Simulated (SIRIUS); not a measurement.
**Mo: energy against volume and a worked fit**

```xyz
1
Lattice="-1.5838 1.5838 1.5838 1.5838 -1.5838 1.5838 1.5838 1.5838 -1.5838" Properties=species:S:1:pos:R:3 pbc="T T T"
Mo    0.0000    0.0000    0.0000
```

The cell was scaled at fixed shape and fractions and run with SIRIUS, all-electron FP-LAPW, apw+lo standard; PBE+D3(zero damping), k mesh 12 × 12 × 12 on the cell of 1 atom, fermi-dirac occupations of 0.05 eV, no spin polarisation, no spin-orbit coupling. Energies are those that the program minimises, any entropy of the smearing included. For a metal such a mesh isn't converged to the digits shown.

| V (Å³/atom) | energy over the lowest row (meV/atom) |
| --- | --- |
| 14.9381 | 9.81 |
| 15.2560 | 0.00 |
| 15.5738 | ? |
| 15.8916 | 15.24 |
| 16.2095 | 37.50 |
| 16.5273 | 68.33 |
| 16.8451 | 106.98 |

Question: Fit the third-order Birch-Murnaghan form, give V0, B0 and B′, and predict the energy left open.

Answer: With y = (V0/V)^(2/3), E = E0 + (9 V0 B0/16) [(y - 1)³ B′ + (y - 1)² (6 - 4y)]. Least squares through the rows shown give V0 = 15.3518 Å³/atom, E0 = -0.45 meV, B0 = 279.9 GPa (1 eV/Å³ = 160.218 GPa) and B′ = 4.39, with a largest miss of 0.11 meV, so B0 and B′ are loose. At V = 15.5738 the form with these constants gives 2.28 meV; the run gave 2.37 meV an atom. Measured volume: 15.59 Å³/atom (pmc:5456621, doi:10.3390/ma9100834), so the fit lies -1.5 % from it. The runs are for a static lattice.
